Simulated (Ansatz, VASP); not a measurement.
**Two plane-wave programs on GaAs**

The input INCAR:

```
PREC = Accurate
ENCUT = 900
EDIFF = 1E-6
ISMEAR = -1
SIGMA = 0.05
LREAL = False
LASPH = True
NELM = 60
ALGO = Fast
ISIF = 3
LWAVE = False
LCHARG = False
GGA = PE
IBRION = 2
NSW = 60
EDIFFG = -0.01
```

KPOINTS

```
Automatic mesh
0
Gamma
  8 8 8
```

The input POSCAR:

```
GaAs
1.0
    0.0000000000      2.8268500000      2.8268500000
    2.8268500000      0.0000000000      2.8268500000
    2.8268500000      2.8268500000      0.0000000000
As Ga
1 1
Direct
    0.7500000000      0.7500000000      0.7500000000
    0.0000000000      0.0000000000      0.0000000000
```

The input input.yaml:

```yaml
crystal:
  lattice:
    - [0.0, 2.82685, 2.82685]
    - [2.82685, 0.0, 2.82685]
    - [2.82685, 2.82685, 0.0]
  atoms:
    - { symbol: As, position: [0.75, 0.75, 0.75] }
    - { symbol: Ga, position: [0.0, 0.0, 0.0] }
hamiltonian:
  xc: pbe
  pseudopotentials: { kind: paw }
kpoints:
  mp_grid: { grid: [8, 8, 8] }
scf:
  occupations: { method: fermi_dirac, width: 0.05 }
output:
  forces: true
  stress: true
  write_density: true
  write_potential: true
  elf: true
  volumetric_format: npy
relax:
  f_tol: 0.01
  max_steps: 40
  cell: { stress_tol: 0.05 }
```

Alike in both runs: task relaxation of cell and atoms; functional PBE; k mesh 8 × 8 × 8; occupations fermi-dirac, width 0.05 eV; no spin polarisation.

|  | VASP | Ansatz |
| --- | --- | --- |
| version | VASP 6.6.1 | Ansatz 0.2.0 |
| potentials or method | VASP PAW PBE potentials, release 54 (As, Ga_d) | Ansatz PAW |
| plane-wave cutoff (eV) | 900 | 420 |
| valence electrons in the cell | 18 | 28 |

```tsv
	VASP	Ansatz	Ansatz less VASP
gap on the k mesh at the Fermi level, each at its own relaxed structure (eV)	0.13	0.16	+0.028
relaxed volume (Å³/atom)	23.81	23.71	-0.102
relaxed cell length with the largest relative difference (Å)	4.068	4.063	-0.0058
energy change over the relaxation (meV/atom)	-12	-11	+1.3
```

The two sets of potentials don't hold the same shells in valence.

Caveats: the plane-wave basis is chosen anew once the cell has moved, so the energies of steps on either side of that aren't comparable (Ansatz). PBE gaps usually lie below the measured ones, often by a third to a half. PBE usually gives volumes a little too large and moduli too small. Zero-point motion and thermal expansion aren't in these numbers.
